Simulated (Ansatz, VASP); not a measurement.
# CdTe: 3 runs at one level of theory

```xyz
2
Lattice="0.0000 3.2050 3.2050 3.2050 0.0000 3.2050 3.2050 3.2050 0.0000" Properties=species:S:1:pos:R:3 pbc="T T T"
Te    4.8075    4.8075    4.8075
Cd    0.0000    0.0000    0.0000
```

Alike in all runs: task band structure; functional LDA; k mesh 5 × 5 × 5; occupations fermi-dirac, width 0.05 eV; spin-orbit coupling, no magnetisation; with spin-orbit coupling. LDA stands for any of its common fits. Pressure is positive in compression and, in plane waves, holds the error of the finite cutoff, which Ansatz's Pulay term estimates and takes out.

| program and potentials | plane-wave cutoff (eV) | notes | pressure (GPa) |
| --- | --- | --- | --- |
| Ansatz, Ansatz PAW | 420 | potentials made for PBE, which Ansatz adapts in part; 18 valence electrons an atom on average; Pulay term of +0.03 GPa included | 0.06 |
| Ansatz, all-electron LAPW, relativistic spinors | - | - | 0.08 |
| VASP, LDA PAW files Cd, Te, 520 eV | 520 | 9 valence electrons an atom on average | 0.36 |

The pressure spans 0.06 (Ansatz, Ansatz PAW) to 0.36 GPa (VASP, LDA PAW files Cd, Te, 520 eV), with all-electron results at 0.08.

The functional is the same throughout but for its coding, so the spread measures potentials, basis and numerics; runs on potential files found faulty are left out.

All three runs put zinc-blende CdTe under slight compression at this volume, so the LDA equilibrium cell is marginally larger than the one used. It still lies below the measured lattice constant, as expected from the overbinding of LDA: a near-zero pressure here marks consistency with the functional, not agreement with experiment.

The Ansatz PAW result of 0.06 GPa practically coincides with the all-electron 0.08 GPa, whereas VASP gives 0.36 GPa. The smaller valence space in the VASP run, which leaves more of the semicore shells frozen, may contribute to this offset, along with other differences in the potentials. Even so, the offset is small on the scale of the crystal's stiffness and would shift the equilibrium lattice constant only slightly, although CdTe is a fairly soft semiconductor with long, polar bonds. Pressures at a single volume do not determine the bulk modulus, nor does their agreement establish equal accuracy for the band energies.
